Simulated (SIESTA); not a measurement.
PbS (Galena):

```xyz
2
Lattice="0.0000 2.9657 2.9657 2.9657 0.0000 2.9657 2.9657 2.9657 0.0000" Properties=species:S:1:pos:R:3 pbc="T T T"
Pb    0.0000    0.0000    0.0000
S     2.9657    2.9657    2.9657
```

Base run:

```yaml
Program: SIESTA 5.4.2
Functional: vdW-DF
Potentials_or_basis: PseudoDojo 0.4 standard (PBE files)
Basis: DZP (energy shift 0.002 Ry; radii capped at 9.5 bohr)
Grid_cutoff: 500 Ry
Energy_shift: 0.002 Ry
k_mesh: 8 × 8 × 8
Occupations: fermi-dirac, width 0.05 eV
Spin: no spin polarisation
```

Its results: band gap on the k mesh 0.57 eV, direct; pressure 6.1 GPa.

Question: The run is repeated on the same cell with these changes: functional from vdW-DF to RPBE; basis from DZP (energy shift 0.002 Ry; radii capped at 9.5 bohr) to DZP (energy shift 0.002 Ry). What comes out?

Answer: Band gap on the k mesh 0.49 eV, direct; pressure 4.8 GPa.

Several settings changed at once, so the effect can't be laid on one alone.

Caveats: semicore shells carry a single zeta, which can move pressures by several GPa and volumes by a few percent; the potentials were made for another functional, which shifts forces and pressure; spin-orbit coupling is left out, which as a rule narrows the gap of such compounds by several tenths of an eV; the basis of atomic orbitals isn't converged, which shifts pressures, moduli and gaps.

Not every run made on this cell is shown here.
